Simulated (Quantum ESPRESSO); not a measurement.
# AlCo (Pm-3m) in Quantum ESPRESSO: single point with PBE

Aim: the single point of AlCo with PBE.

Everything below comes from runs of Quantum ESPRESSO 7.5. Logs are shortened: lines on timing, memory, paths and dates and some standing lists are left out, and cuts for length are marked.

## 1. Starting point

It takes space group Pm-3m (No. 221, cubic). Conventional cell: a = 2.819 Å, b = 2.819 Å, c = 2.819 Å, α = 90.00°, β = 90.00°, γ = 90.00°. Co (site symmetry m-3m) has 8 Al at 2.44 Å as nearest neighbours. Around Al (site symmetry m-3m) lie 8 Co at 2.44 Å.

The cell is a database's computed one.

## 2. Single point, PBE, collinear spin, ferromagnetic start

Contents of pw.in:

```
&CONTROL
  calculation = 'scf'
  prefix = 'pwscf'
  outdir = './tmp'
  pseudo_dir = './pseudo'
  tprnfor = .true.
  tstress = .true.
  disk_io = 'nowf'
/
&SYSTEM
  ibrav = 0
  nat = 2
  ntyp = 2
  ecutwfc = 55
  ecutrho = 440
  nbnd = 19
  occupations = 'smearing'
  smearing = 'fd'
  degauss = 0.00367493
  nspin = 2
  starting_magnetization(1) = 0.2059
  starting_magnetization(2) = 0
/
&ELECTRONS
  conv_thr = 4d-10
  electron_maxstep = 120
  mixing_beta = 0.3
/
ATOMIC_SPECIES
Co    58.9332 Co_pbe_v1.2.uspp.F.UPF
Al    26.9815 Al.pbe-n-kjpaw_psl.1.0.0.UPF
CELL_PARAMETERS angstrom
   2.8194032100    0.0000000000    0.0000000000
   0.0000000000    2.8194032100    0.0000000000
   0.0000000000    0.0000000000    2.8194032100
ATOMIC_POSITIONS crystal
Co     0.5000000000    0.5000000000    0.5000000000
Al     0.0000000000    0.0000000000    0.0000000000
K_POINTS automatic
9 9 9 0 0 0
```

Potentials or basis: SSSP 1.3 efficiency PBE.

Command:

```bash
OMP_NUM_THREADS=1 pw.x -in pw.in > pw.out
```

pw.out:

```text
This program is part of the open-source Quantum ESPRESSO suite
     for quantum simulation of materials; please cite
         "P. Giannozzi et al., J. Phys.:Condens. Matter 21 395502 (2009);
         "P. Giannozzi et al., J. Phys.:Condens. Matter 29 465901 (2017);
         "P. Giannozzi et al., J. Chem. Phys. 152 154105 (2020);
     in publications or presentations arising from this work. More details at

     file Al.pbe-n-kjpaw_psl.1.0.0.UPF: wavefunction(s)  3S 3P renormalized
     Message from routine setup:
     using ibrav=0 with symmetry is DISCOURAGED, use correct ibrav instead

     G-vector sticks info
     --------------------
     sticks:   dense  smooth     PW     G-vecs:    dense   smooth      PW
     Sum         989     497    149                23583     8385    1419

     Using Slab Decomposition

     bravais-lattice index     =            0
     lattice parameter (alat)  =       5.3279  a.u.
     unit-cell volume          =     151.2405 (a.u.)^3
     number of atoms/cell      =            2
     number of atomic types    =            2
     number of electrons       =        20.00
     number of Kohn-Sham states=           19
     kinetic-energy cutoff     =      55.0000  Ry
     charge density cutoff     =     440.0000  Ry
     scf convergence threshold =      4.0E-10
     mixing beta               =       0.3000
     number of iterations used =            8  plain     mixing
     Exchange-correlation= SLA  PW   PBX  PBC
                           (   1   4   3   4   0   0   0)

     celldm(1)=   5.327900  celldm(2)=   0.000000  celldm(3)=   0.000000
     celldm(4)=   0.000000  celldm(5)=   0.000000  celldm(6)=   0.000000

     crystal axes: (cart. coord. in units of alat)
               a(1) = (   1.000000   0.000000   0.000000 )
               a(2) = (   0.000000   1.000000   0.000000 )
               a(3) = (   0.000000   0.000000   1.000000 )

     reciprocal axes: (cart. coord. in units 2 pi/alat)
               b(1) = (  1.000000  0.000000  0.000000 )
               b(2) = (  0.000000  1.000000  0.000000 )
               b(3) = (  0.000000  0.000000  1.000000 )

     PseudoPot. # 1 for Co read from file:
     Co_pbe_v1.2.uspp.F.UPF
     Pseudo is Ultrasoft + core correction, Zval = 17.0
     Generated by new atomic code, or converted to UPF format
     Using radial grid of  863 points,  6 beta functions with:
                l(1) =   0
                l(2) =   0
                l(3) =   1
                l(4) =   1
                l(5) =   2
                l(6) =   2
     Q(r) pseudized with  8 coefficients,  rinner =    1.200   1.200   1.200
                                                       1.200   1.200

     PseudoPot. # 2 for Al read from file:
     Al.pbe-n-kjpaw_psl.1.0.0.UPF
     Pseudo is Projector augmented-wave + core cor, Zval =  3.0
     Generated using "atomic" code by A. Dal Corso  v.5.1
     Shape of augmentation charge: PSQ
     Using radial grid of 1135 points,  6 beta functions with:
                l(1) =   0
                l(2) =   0
                l(3) =   1
                l(4) =   1
                l(5) =   2
                l(6) =   2
     Q(r) pseudized with 0 coefficients

     atomic species   valence    mass     pseudopotential
     Co               17.00    58.93320     Co( 1.00)
     Al                3.00    26.98150     Al( 1.00)

     Starting magnetic structure
     atomic species   magnetization
     Co              0.206
     Al              0.000

     48 Sym. Ops., with inversion, found

   Cartesian axes

     site n.     atom                  positions (alat units)
         1        Co     tau(   1) = (   0.5000000   0.5000000   0.5000000  )
         2        Al     tau(   2) = (   0.0000000   0.0000000   0.0000000  )

     number of k points=    35  Fermi-Dirac smearing, width (Ry)=  0.0037
                       cart. coord. in units 2pi/alat
        k(    1) = (   0.0000000   0.0000000   0.0000000), wk =   0.0013717
        k(    2) = (   0.0000000   0.0000000   0.1111111), wk =   0.0082305
        k(    3) = (   0.0000000   0.0000000   0.2222222), wk =   0.0082305
        k(    4) = (   0.0000000   0.0000000   0.3333333), wk =   0.0082305
        k(    5) = (   0.0000000   0.0000000   0.4444444), wk =   0.0082305
        k(    6) = (   0.0000000   0.1111111   0.1111111), wk =   0.0164609
[... 27 lines left out ...]
        k(   34) = (   0.3333333   0.4444444   0.4444444), wk =   0.0329218
        k(   35) = (   0.4444444   0.4444444   0.4444444), wk =   0.0109739

     Dense  grid:    23583 G-vectors     FFT dimensions: (  36,  36,  36)

     Smooth grid:     8385 G-vectors     FFT dimensions: (  25,  25,  25)

     Check: negative core charge=   -0.000015
     Generating pointlists ...
     new r_m :   0.3572 (alat units)  1.9033 (a.u.) for type    1
     new r_m :   0.3572 (alat units)  1.9033 (a.u.) for type    2

     Initial potential from superposition of free atoms

     starting charge      18.9977, renormalised to      20.0000
     Starting wfcs are   17 randomized atomic wfcs +    2 random wfcs

     Self-consistent Calculation

     iteration #  1     ecut=    55.00 Ry     beta= 0.30
     Davidson diagonalization with overlap
     ethr =  1.00E-02,  avg # of iterations =  5.8

     total energy              =    -332.63398345 Ry
     estimated scf accuracy    <      16.46180615 Ry

     total magnetization       =     0.52 Bohr mag/cell
     absolute magnetization    =     1.04 Bohr mag/cell

     iteration #  2     ecut=    55.00 Ry     beta= 0.30
     Davidson diagonalization with overlap
     ethr =  1.00E-02,  avg # of iterations =  2.9

     total energy              =    -337.20056851 Ry
     estimated scf accuracy    <      11.30477115 Ry

     total magnetization       =     0.07 Bohr mag/cell
     absolute magnetization    =     0.21 Bohr mag/cell

     iteration #  3     ecut=    55.00 Ry     beta= 0.30
     Davidson diagonalization with overlap
     ethr =  1.00E-02,  avg # of iterations =  2.0

     total energy              =    -337.98283446 Ry
     estimated scf accuracy    <       0.42208479 Ry

     total magnetization       =     0.63 Bohr mag/cell
     absolute magnetization    =     1.07 Bohr mag/cell
[... 135 lines left out ...]
     total energy              =    -338.07556105 Ry
     estimated scf accuracy    <       0.00000003 Ry

     total magnetization       =     0.00 Bohr mag/cell
     absolute magnetization    =     0.00 Bohr mag/cell

     iteration # 18     ecut=    55.00 Ry     beta= 0.30
     Davidson diagonalization with overlap
     ethr =  1.60E-10,  avg # of iterations =  2.0

     total energy              =    -338.07556107 Ry
     estimated scf accuracy    <          9.5E-10 Ry

     total magnetization       =     0.00 Bohr mag/cell
     absolute magnetization    =     0.00 Bohr mag/cell

     iteration # 19     ecut=    55.00 Ry     beta= 0.30
     Davidson diagonalization with overlap
     ethr =  4.75E-12,  avg # of iterations =  2.2

     Magnetic moment per site  (integrated on atomic sphere of radius R)
     atom   1 (R=0.357)  charge= 15.6626  magn= -0.0000
     atom   2 (R=0.357)  charge=  1.2443  magn=  0.0000

     End of self-consistent calculation

 ------ SPIN UP ------------

          k = 0.0000 0.0000 0.0000 (  1021 PWs)   bands (ev):

   -79.9001 -43.1959 -43.1959 -43.1959   3.5737  11.7993  11.7993  14.0265
    14.0265  14.0265  21.0122  21.0122  21.0122  23.7859  23.7859  30.6468
    36.8459  36.8459  36.8459

          k = 0.0000 0.0000 0.1111 (  1025 PWs)   bands (ev):

   -79.8997 -43.2016 -43.1954 -43.1954   3.8133  11.7688  11.8672  13.8989
    13.8989  14.0404  19.2168  21.3431  21.3431  23.7435  25.4119  31.4184
    34.8096  34.8096  36.6404

          k = 0.0000 0.0000 0.2222 (  1037 PWs)   bands (ev):

   -79.8986 -43.2161 -43.1943 -43.1943   4.5213  11.5017  12.0452  13.6047
    13.6047  14.0758  16.9516  22.2511  22.2511  23.6233  27.2124  32.1036
    32.1036  33.7801  34.2319

          k = 0.0000 0.0000 0.3333 (  1048 PWs)   bands (ev):

   -79.8974 -43.2325 -43.1930 -43.1930   5.6638  10.5446  12.2598  13.3086
    13.3086  14.1163  15.5929  23.4603  23.5784  23.5784  28.5701  29.6109
    29.6109  32.5627  34.1140

          k = 0.0000 0.0000 0.4444 (  1040 PWs)   bands (ev):

   -79.8966 -43.2432 -43.1921 -43.1921   7.1734   8.9150  12.4078  13.1322
    13.1322  14.1430  15.1683  23.3357  25.1494  25.1494  27.4747  27.4747
    29.8332  31.7214  32.1919
[... 159 lines left out ...]
   -79.8922 -43.2256 -43.2251 -43.2251   8.9962  11.4484  11.4484  13.4482
    13.6027  13.6027  17.6455  17.6455  19.8626  23.1566  23.1566  24.5051
    30.6089  37.3829  37.3829

          k = 0.3333 0.3333 0.4444 (  1034 PWs)   bands (ev):

   -79.8914 -43.2356 -43.2244 -43.2242   9.7742  11.0289  11.3188  13.5907
    13.6451  14.5954  16.0439  18.9345  20.2098  21.1583  22.2512  24.6949
    28.7924  38.1591  39.8677

          k = 0.3333 0.4444 0.4444 (  1034 PWs)   bands (ev):

   -79.8907 -43.2346 -43.2346 -43.2233  10.2519  11.0424  11.0489  13.6795
    14.4641  15.1813  16.2641  17.8843  19.3564  21.2537  22.5108  23.0702
    26.9102  39.7621  41.9245

          k = 0.4444 0.4444 0.4444 (  1052 PWs)   bands (ev):

   -79.8899 -43.2336 -43.2336 -43.2336  10.6131  10.8735  10.8735  14.5217
    14.5217  16.1248  17.3429  17.3429  19.3078  20.7585  20.7585  21.5753
    25.1524  42.4784  42.4784

 ------ SPIN DOWN ----------

          k = 0.0000 0.0000 0.0000 (  1021 PWs)   bands (ev):

   -79.9001 -43.1958 -43.1958 -43.1958   3.5737  11.7993  11.7993  14.0265
    14.0265  14.0265  21.0123  21.0123  21.0123  23.7860  23.7860  30.6468
    36.8460  36.8460  36.8460

          k = 0.0000 0.0000 0.1111 (  1025 PWs)   bands (ev):

   -79.8997 -43.2016 -43.1954 -43.1954   3.8134  11.7688  11.8672  13.8989
    13.8989  14.0404  19.2168  21.3431  21.3431  23.7436  25.4120  31.4184
    34.8097  34.8097  36.6415

          k = 0.0000 0.0000 0.2222 (  1037 PWs)   bands (ev):

   -79.8986 -43.2160 -43.1942 -43.1942   4.5214  11.5017  12.0453  13.6047
    13.6047  14.0758  16.9517  22.2512  22.2512  23.6234  27.2125  32.1037
    32.1037  33.7802  34.2320

          k = 0.0000 0.0000 0.3333 (  1048 PWs)   bands (ev):

   -79.8974 -43.2325 -43.1929 -43.1929   5.6639  10.5447  12.2598  13.3086
    13.3086  14.1163  15.5929  23.4604  23.5784  23.5784  28.5702  29.6110
    29.6110  32.5628  34.1141

          k = 0.0000 0.0000 0.4444 (  1040 PWs)   bands (ev):

   -79.8966 -43.2432 -43.1921 -43.1921   7.1734   8.9151  12.4078  13.1322
    13.1322  14.1430  15.1683  23.3359  25.1495  25.1495  27.4748  27.4748
    29.8333  31.7214  32.1919
[... 159 lines left out ...]
   -79.8922 -43.2256 -43.2251 -43.2251   8.9962  11.4484  11.4484  13.4482
    13.6027  13.6027  17.6456  17.6456  19.8626  23.1567  23.1567  24.5052
    30.6089  37.3830  37.3830

          k = 0.3333 0.3333 0.4444 (  1034 PWs)   bands (ev):

   -79.8914 -43.2356 -43.2244 -43.2241   9.7743  11.0289  11.3188  13.5908
    13.6451  14.5954  16.0439  18.9345  20.2099  21.1584  22.2513  24.6950
    28.7925  38.1592  39.8677

          k = 0.3333 0.4444 0.4444 (  1034 PWs)   bands (ev):

   -79.8906 -43.2346 -43.2345 -43.2233  10.2520  11.0424  11.0489  13.6795
    14.4642  15.1813  16.2641  17.8843  19.3565  21.2538  22.5108  23.0702
    26.9102  39.7622  41.9246

          k = 0.4444 0.4444 0.4444 (  1052 PWs)   bands (ev):

   -79.8899 -43.2336 -43.2335 -43.2335  10.6132  10.8735  10.8735  14.5217
    14.5217  16.1249  17.3429  17.3429  19.3078  20.7586  20.7586  21.5754
    25.1524  42.4785  42.4785

     the Fermi energy is    14.9285 ev

!    total energy              =    -338.07556108 Ry
     estimated scf accuracy    <          1.8E-10 Ry
     smearing contrib. (-TS)   =      -0.00032382 Ry
     internal energy E=F+TS    =    -338.07523726 Ry

     The total energy is F=E-TS. E is the sum of the following terms:
     one-electron contribution =    -210.24687814 Ry
     hartree contribution      =     116.40303629 Ry
     xc contribution           =     -35.48535947 Ry
     ewald contribution        =    -174.04833704 Ry
     one-center paw contrib.   =     -34.69769889 Ry

     total magnetization       =     0.00 Bohr mag/cell
     absolute magnetization    =     0.00 Bohr mag/cell

     convergence has been achieved in  19 iterations

     Forces acting on atoms (cartesian axes, Ry/au):

     atom    1 type  1   force =     0.00000000    0.00000000    0.00000000
     atom    2 type  2   force =     0.00000000    0.00000000    0.00000000

     Total force =     0.000000     Total SCF correction =     0.000000

     Computing stress (Cartesian axis) and pressure

          total   stress  (Ry/bohr**3)                   (kbar)     P=       65.77
   0.00044707   0.00000000   0.00000000           65.77        0.00        0.00
   0.00000000   0.00044707   0.00000000            0.00       65.77        0.00
   0.00000000   0.00000000   0.00044707            0.00        0.00       65.77

=------------------------------------------------------------------------------=
   JOB DONE.
=------------------------------------------------------------------------------=
```

Wall time 49 s (1 thread of Arm Neoverse V1, shared host); peak memory 0.13 GiB.

Results:

```yaml
Free_energy: -4599.7523 eV
Pressure: 6.6 GPa
Band_gap_on_the_k_mesh: none (metal or under the smearing width)
Net_moment: 0.00 μB per cell
Absolute_moment: 0.00 μB per cell
Valence_electrons_inside_the_program's_atomic_spheres: Co 15.66; Al 1.24
```

Caveat: the starting moments collapsed, and a magnetic state may lie lower.
